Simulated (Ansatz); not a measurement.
# MoS2: the cost of one run

Program: Ansatz 0.2.0. Level of theory: DFT PBE+D3(BJ), scalar-relativistic, plane waves, PAW, and further levels as typed in the inputs. These are calculated values, not measurements.

**1. The system as given**

Symmetry: P-3m1, No. 164, trigonal system. Conventional cell: a = 3.192 Å, b = 3.192 Å, c = 27.277 Å, α = 90.00°, β = 90.00°, γ = 120.00°. S (site symmetry 3m) is surrounded by 3 Mo at 2.42 Å. Mo (site symmetry 3m) is surrounded by 6 S at 2.42 Å.

As a file:

```xyz
6
Lattice="3.1916 0.0000 0.0000 -1.5958 2.7640 0.0000 0.0000 0.0000 27.2770" Properties=species:S:1:pos:R:3 pbc="T T T"
S     1.5958    0.9213    9.0000
Mo    0.0000    1.8427   10.5650
S     1.5958    0.9213   12.1300
S     0.0000    1.8427   15.1470
Mo    1.5958    0.9213   16.7120
S     0.0000    1.8427   18.2770
```

**2. Relaxing the atoms: Mo2S4 sheet, no spin**

Contents of input.yaml:

```yaml
crystal:
  lattice:
    - [3.1916, 0.0, 0.0]
    - [-1.5958, 2.7640066787, 0.0]
    - [0.0, 0.0, 27.277]
  atoms:
    - { symbol: S, position: [0.6666666667, 0.3333333333, 0.3299483081] }
    - { symbol: Mo, position: [0.3333333333, 0.6666666667, 0.3873226528] }
    - { symbol: S, position: [0.6666666667, 0.3333333333, 0.4446969975] }
    - { symbol: S, position: [0.3333333333, 0.6666666667, 0.5553030025] }
    - { symbol: Mo, position: [0.6666666667, 0.3333333333, 0.6126773472] }
    - { symbol: S, position: [0.3333333333, 0.6666666667, 0.6700516919] }
  periodic: [true, true, false]
scf:
  occupations: { method: gaussian, width: 0.02 }
  n_extra_bands: 6
output:
  forces: true
  stress: false
  write_density: true
  write_potential: true
  elf: true
  volumetric_format: npy
kpoints:
  mp_grid: { grid: [12, 12, 1] }
hamiltonian:
  xc: pbe
  dispersion: d3bj
relax:
  f_tol: 0.004
  max_steps: 100
```

The run is started by

```bash
> ansatz run input.yaml --threads 4 --pin off --max-ram 12288MiB --backend cpu --events-out ev --progress --plain --runs-dir out
```

What time and memory should one allow on 4 threads of AMD EPYC 9R45 (Zen 5), shared host?

About 6.5 s, with a peak of 0.88 GiB.
